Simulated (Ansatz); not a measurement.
## Re: do energies and stresses tell the same story?

The calculation used DFT PBE, scalar-relativistic, plane waves, PAW (Ansatz 0.2.0).

Cutoff 420 eV; k points 18×18×10 on the computed 2-atom cell (Γ-centred); Gaussian smearing, width 0.10 eV; no spin polarisation.

Relaxed cell: P6_3/mmc, a = 2.775 Å, b = 2.775 Å, c = 4.484 Å, α = 90.00°, β = 90.00°, γ = 120.00°, 2 atoms in the primitive cell.

Energies at zero smearing and pressures from the stress tensor, at volumes with shape and atoms relaxed:
```csv
V (Å³/atom),E − E(first) (meV/atom),P (GPa)
14.054,0.00,25.84
14.502,-52.17,11.87
14.951,-68.26,-0.01
15.399,-53.66,-10.10
15.848,-12.99,-18.66
```

Check P = −dE/dV between neighbouring volumes, and get the bulk modulus from the pressures alone.

With 1 eV/Å³ = 160.2 GPa:
| middle V (Å³/atom) | −ΔE/ΔV (GPa) | mean P (GPa) |
| --- | --- | --- |
| 14.278 | 18.637 | 18.852 |
| 14.727 | 5.748 | 5.929 |
| 15.175 | -5.216 | -5.057 |
| 15.624 | -14.526 | -14.382 |

The two differ by 0.22 GPa at most. The mean of two end pressures misses the average over a step by about ΔV² P″/12, up to 0.19 GPa here; with that taken off 0.03 GPa remains. The stress is the derivative of the free energy, not of the energy at zero smearing, and with free energies 0.00 GPa remains. Around V = 14.951 Å³/atom, the two neighbours give B = −V ΔP/ΔV = 14.951 × 21.97 / 0.897 = 366.2 GPa, against B0 = 364.5 GPa from the Birch–Murnaghan fit of the energies.

Spin–orbit coupling is left out, which can shift energies with elements as heavy as these.